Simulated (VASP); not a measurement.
The system is GaN.

```
CELL_PARAMETERS angstrom
3.18000 0.00000 0.00000
-1.59000 2.75396 0.00000
0.00000 0.00000 5.16600
ATOMIC_POSITIONS crystal
Ga 0.33333 0.66667 0.00000
Ga 0.66667 0.33333 0.50000
N 0.33333 0.66667 0.37500
N 0.66667 0.33333 0.87500
```

```yaml
Program: VASP 6.6.1
Task: relaxation of cell and atoms
Functional: PBE
Potentials_or_basis: VASP PAW PBE potentials, release 64 (Ga_d, N)
Cutoff: 520 eV
k_mesh: 10 × 10 × 5
Occupations: gaussian, width 0.1 eV
Spin: no spin polarisation
```

At the start: pressure 7.3 GPa; volume 11.31 Å³/atom.

Q: Where does the relaxation end?

A: Over 5 steps the energy falls by 10.4 meV/atom and the volume is 11.76 Å³/atom (+3.9 %); space group P6_3mc (No. 186, to 0.05 Å).

The path:
```tsv
step	energy change (eV)	largest force (eV/Å)	pressure (GPa)	volume (Å³)
1	0.0000	0.1346	7.31	45.24
2	-0.0114	0.0612	-5.47	48.71
3	-0.0416	0.0115	-0.03	47.06
4	-0.0416	0.0137	0.13	47.02
5	-0.0416	0.0074	0.10	47.02
```

Final structure:
```
Ga N
1.0
     3.21773    0.00000    0.00000
    -1.60887    2.78664    0.00000
     0.00000    0.00000    5.24434
Ga N
2 2
Cartesian
  0.0000 1.8578 5.2403
  1.6089 0.9289 2.6182
  0.0000 1.8578 1.9706
  1.6089 0.9289 4.5928
```
